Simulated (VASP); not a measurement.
Crystal: Sb.

```
Sb
1.0
     3.12240    0.00000    0.00000
     0.00000    4.34752    0.00000
    -0.03891    0.00000    4.40585
Sb
2
Direct
  0.98861 0.75000 0.75883
  0.01139 0.25000 0.24117
```

This isn't the form of Sb at room conditions, which is rhombohedral.

- Program: VASP 6.6.1
- Task: relaxation of cell and atoms
- Functional: PBEsol
- Potentials or basis: VASP PAW PBE potentials, release 64 (Sb)
- Cutoff: 580 eV
- k mesh: 14 × 10 × 10
- Occupations: gaussian, width 0.1 eV
- Spin: no spin polarisation

At the start: pressure -2.2 GPa; volume 29.90 Å³/atom.

Problem. How do energy, volume and symmetry change on relaxing?

Solution. Over 21 steps the energy falls by 12.3 meV/atom and the volume is 28.73 Å³/atom (-3.9 %); space group Pm-3m (No. 221, to 0.05 Å).

The path:
| step | energy change (eV) | largest force (eV/Å) | pressure (GPa) | volume (Å³) |
| --- | --- | --- | --- | --- |
| 1 | 0.0000 | 0.1043 | -2.15 | 59.81 |
| 2 | -0.0134 | 0.1811 | 1.32 | 56.40 |
| 3 | -0.0176 | 0.1589 | 0.10 | 57.47 |
| 4 | -0.0199 | 0.1289 | 0.09 | 57.43 |
| 5 | -0.0229 | 0.0416 | 0.13 | 57.34 |
| 6 | -0.0238 | 0.0213 | -0.12 | 57.54 |
| 7 | -0.0239 | 0.0227 | -0.06 | 57.49 |
| 8 | -0.0240 | 0.0207 | 0.03 | 57.41 |
| 9 | -0.0240 | 0.0199 | 0.09 | 57.35 |
| 10 | -0.0241 | 0.0194 | 0.08 | 57.37 |
| 11 | -0.0242 | 0.0194 | 0.04 | 57.41 |
| 12 | -0.0242 | 0.0250 | -0.04 | 57.49 |
| 13 | -0.0242 | 0.0225 | -0.02 | 57.46 |
| 14 | -0.0243 | 0.0223 | -0.02 | 57.47 |
| 15 | -0.0244 | 0.0229 | -0.04 | 57.49 |
| 16 | -0.0245 | 0.0194 | 0.01 | 57.44 |
| 17 | -0.0245 | 0.0157 | 0.07 | 57.38 |
| 18 | -0.0245 | 0.0092 | -0.01 | 57.45 |
| 19 | -0.0245 | 0.0064 | -0.04 | 57.49 |
| 20 | -0.0245 | 0.0070 | -0.04 | 57.48 |
| 21 | -0.0246 | 0.0016 | -0.01 | 57.46 |

Final structure:
```yaml
crystal:
  lattice:
    - [3.06557, 0.00000, 0.01522]
    - [0.00000, 4.32897, 0.00000]
    - [-0.01666, 0.00000, 4.32949]
  atoms:
    - { symbol: Sb, position: [0.00043, 0.75000, 0.74994] }
    - { symbol: Sb, position: [0.99957, 0.25000, 0.25006] }
```

Caveat: the PAW data sets were made with another functional, which shifts forces and pressure a little.
